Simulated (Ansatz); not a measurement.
# CuAu in Ansatz: the effect of functional

CuAu:

```
CELL_PARAMETERS angstrom
2.75337 0.00000 0.00000
0.00000 2.75337 0.00000
0.00000 0.00000 3.60977
ATOMIC_POSITIONS crystal
Au 0.00000 0.00000 0.00000
Cu 0.50000 0.50000 0.50000
```

The cell isn't the ideal one: volume scaled by 0.94.

Alike in all runs:

```yaml
Program: Ansatz 0.2.0
Task: single point
Potentials_or_basis: Ansatz PAW
k_mesh: 9 × 9 × 7
Occupations: fermi-dirac, width 0.05 eV
Spin: no spin polarisation
```

Question: One run gave: pressure 11.2 GPa. Which functional did it use?
A. LDA
B. PBEsol
C. r2SCAN

Answer: C.

```csv
functional,cutoff,pressure (GPa)
LDA,420 eV (not typed: the program's choice for these potentials),1.4
PBEsol,420 eV (not typed: the program's choice for these potentials),7.2
r2SCAN,500 eV (not typed: the program's choice for these potentials),11.2
```

Caveats: the PAW data sets come from PBE, with cores solved anew for the run's functional, which leaves a small shift of forces and pressure.

Runs at the PBE level aren't shown here.
